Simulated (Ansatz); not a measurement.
A plane-wave DFT run in Ansatz 0.2.0 (scalar-relativistic PAW potentials unless the input names others): input and command.

```yaml
crystal:
  lattice:
    - [0.0, 2.73125, 2.73125]
    - [2.73125, 0.0, 2.73125]
    - [2.73125, 2.73125, 0.0]
  atoms:
    - { symbol: Ca, position: [0.0, 0.0, 0.0] }
    - { symbol: F, position: [0.25, 0.25, 0.25] }
    - { symbol: F, position: [0.75, 0.75, 0.75] }
basis:
  ecutwfc: "300 eV"
  ecutrho_ratio: 4
kpoints:
  mp_grid: { grid: [8, 8, 8] }
hamiltonian:
  xc: pbe
scf:
  occupations: { method: gaussian, width: 0.05 }
output:
  forces: true
  eigenvalues: true
  stress: true
```

```bash
ansatz run input.yaml --threads 2 --pin off --max-ram 5120MiB --backend cpu --events-out ev --progress --plain --runs-dir out
```

Abridged log:
```
Warning: basis.ecutwfc = 300 eV is below the records' recommended 420 eV, and the density's cutoff is lower with it unless basis.ecutrho_ratio is high enough to keep the records' density cutoff: compare with a run at a higher cutoff
Warning: basis.ecutrho_ratio = 4 (ecutrho = 1200 eV) is below the records' recommended 1680 eV
Basis set: ecut = 300 eV, 531 PW (Γ), exchange–correlation on 48×48×48 points (8 copies of the dense FFT grid, shifted against one another)
Bands: 16, of which v1, the nominal top of the filled ones, is band 12 counted from 1 (11 counted from 0)
Symmetry: 48 space group operations
k-points: 29 of 512
SCF iter   1: F=—  HF=-3438.512251 eV  |F-HF|=—  |Δ(HF+E_count)|=         —  Δρ=2.74e-2  dr2=6.78e-2  ethr=1.77e-3  ⟨swp⟩=7.3  Hψ=2818  notcnv=0
SCF iter   2: F=—  HF=-3438.501120 eV  |F-HF|=—  |Δ(HF+E_count)|=   1.11e-2  Δρ=9.76e-3  dr2=1.89e-2  ethr=2.83e-4  ⟨swp⟩=2.0  Hψ=1131  notcnv=0
SCF iter   3: F=—  HF=-3438.499855 eV  |F-HF|=—  |Δ(HF+E_count)|=   1.27e-3  Δρ=5.72e-3  dr2=1.96e-3  ethr=7.89e-5  ⟨swp⟩=2.0  Hψ=754  notcnv=0
SCF iter   4: F=—  HF=-3438.500751 eV  |F-HF|=—  |Δ(HF+E_count)|=   8.95e-4  Δρ=1.98e-3  dr2=2.32e-4  ethr=8.17e-6  ⟨swp⟩=2.0  Hψ=647  notcnv=0
SCF iter   5: F=—  HF=-3438.500909 eV  |F-HF|=—  |Δ(HF+E_count)|=   1.58e-4  Δρ=3.71e-4  dr2=7.90e-6  ethr=9.67e-7  ⟨swp⟩=2.0  Hψ=638  notcnv=0
SCF iter   6: F=—  HF=-3438.500422 eV  |F-HF|=—  |Δ(HF+E_count)|=   4.87e-4  Δρ=4.48e-5  dr2=1.98e-7  ethr=3.29e-8  ⟨swp⟩=2.0  Hψ=812  notcnv=0
SCF iter   7: F=-3438.500422 eV  HF=-3438.500422 eV  |F-HF|=3.43e-10  |Δ(HF+E_count)|=   2.51e-7  Δρ=2.90e-6  dr2=9.17e-10  ethr=4.17e-10  ⟨swp⟩=5.0  Hψ=2004  notcnv=0
SCF 1 converged in 7 iterations: F = -3438.500422 eV  dr2 = 9.17e-10
SCF converged after 7 iterations
Free energy (F): -3438.500422 eV
Harris-Foulkes:  -3438.500422 eV  (|F-HF|=3.43e-10)
Internal energy: -3438.500422 eV  (E = F + TS)
E sigma→0 (E₀):  -3438.500422 eV
Fermi energy:    6.949142 eV
--- Forces (eV/Å), atoms counted from 1 ---
  atom   1  Ca     0.00000000     0.00000000     0.00000000
  atom   2  F      0.00000000     0.00000000     0.00000000
  atom   3  F      0.00000000     0.00000000     0.00000000
--- Stress (GPa, compression-positive) ---
        1.726834       0.000000       0.000000
        0.000000       1.726834       0.000000
        0.000000       0.000000       1.726834
  P = ⅓ Tr σ = 1.7268 GPa (17.268 kbar)
```

Apart from outputs and empty bands, the input differs from a reference run on usual settings in basis.ecutwfc: 420 → "300 eV"; basis.ecutrho_ratio: not typed → 4. The reference, at the same geometry (not necessarily relaxed), gave pressure 2.18 GPa, largest force 0.000 eV/Å, gap on the mesh 7.30 eV. This run converged in 7 SCF iterations (reference: 6) with an energy at zero smearing 434 meV/atom above the reference's, pressure 1.73 GPa, largest force 0.000 eV/Å, gap on the mesh 7.26 eV. Its cutoff is looser than usual, and the result moved.

The run took 0.31 s on 2 threads of Intel(R) Xeon(R) 6975P-C (Granite Rapids), on a shared host, peak memory 0.32 GiB.